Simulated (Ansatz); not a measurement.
# Se: the cost of one run

Computed with Ansatz 0.2.0 (DFT PBE, scalar-relativistic, plane waves, PAW, unless a step's input says otherwise).

1 further run of the same task is left out (it didn't finish).

### Step 1. Starting point

It takes space group Cmcm (No. 63, orthorhombic). The conventional cell has a = 2.789 Å, b = 8.078 Å, c = 4.613 Å, α = 90.00°, β = 90.00°, γ = 90.00°. Se (site symmetry m2m) is surrounded by 4 Se at 2.53 to 2.79 Å.

Coordinates:

```cif
data_structure
_symmetry_space_group_name_H-M 'P 1'
_symmetry_Int_Tables_number 1
_cell_length_a 4.2729
_cell_length_b 4.2729
_cell_length_c 4.6134
_cell_angle_alpha 90.000
_cell_angle_beta 90.000
_cell_angle_gamma 141.911
_cell_volume 51.96
loop_
_atom_site_label
_atom_site_type_symbol
_atom_site_fract_x
_atom_site_fract_y
_atom_site_fract_z
_atom_site_occupancy
Se1 Se 0.93566 0.06434 0.25000 1
Se2 Se 0.06434 0.93566 0.75000 1
```

Source of the structure: the Materials Project (structure only).

### Step 2. A first look at the start

input.yaml

```yaml
crystal:
  lattice:
    - [1.39426943, -4.039002765, 0.0]
    - [1.39426943, 4.039002765, 0.0]
    - [0.0, 0.0, 4.6134314]
  atoms:
    - { symbol: Se, position: [0.93565532, 0.06434468, 0.25] }
    - { symbol: Se, position: [0.06434468, 0.93565532, 0.75] }
basis:
  ecutwfc: 420
kpoints:
  mp_grid: { grid: [6, 6, 4] }
hamiltonian:
  xc: pbe
scf:
  occupations: { method: gaussian, width: 0.1 }
output:
  forces: true
  stress: true
  eigenvalues: true
```

Command:

```sh
> ansatz run input.yaml --threads 1 --pin off --max-ram 1228MiB --backend cpu --events-out ev --progress --plain --runs-dir out
```

What time and memory should one allow on 1 thread of an Arm CPU, shared host?

About 2.4 s, with a peak of 0.32 GiB.
